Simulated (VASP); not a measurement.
Runs of VASP 6.6.1 on Nb. The cell holds a slab with vacuum, 9 atoms: a = 3.310 Å, b = 2.867 Å, c = 33.724 Å, α = 90.00°, β = 90.00°, γ = 54.74°. The cell was built by a generator and needn't be a form met in nature.

```tsv
task	level	potentials or basis	cell	gap on the mesh (eV)	largest force (eV/Å)
work function	PBE	VASP PAW PBE potentials, release 64 (Nb_sv)	as given	none	0.01
relaxation of the atoms	PBE	VASP PAW PBE potentials, release 64 (Nb_sv)	atoms relaxed	none	0.01
work function	PBEsol	VASP PAW PBE potentials, release 64 (Nb_sv)	as given	none	(a)
work function	LDA	VASP PAW LDA potentials, release 64 (Nb_sv)	as given	none	0.51
```

Alike in all rows: no spin polarisation; k mesh 14 × 14 × 1; cutoff (eV) 520; smearing methfessel-paxton 0.1 eV.

Fill in the values left out.

(a) 0.31.

Caveats: the PAW data sets were made with another functional, which shifts forces and pressure a little (some runs).

A k mesh can miss the band edges, and the runs leave out spin-orbit coupling on Nb.

A gap of «none» marks a metal or a gap under the smearing width.

Not every run made on this cell is shown here.
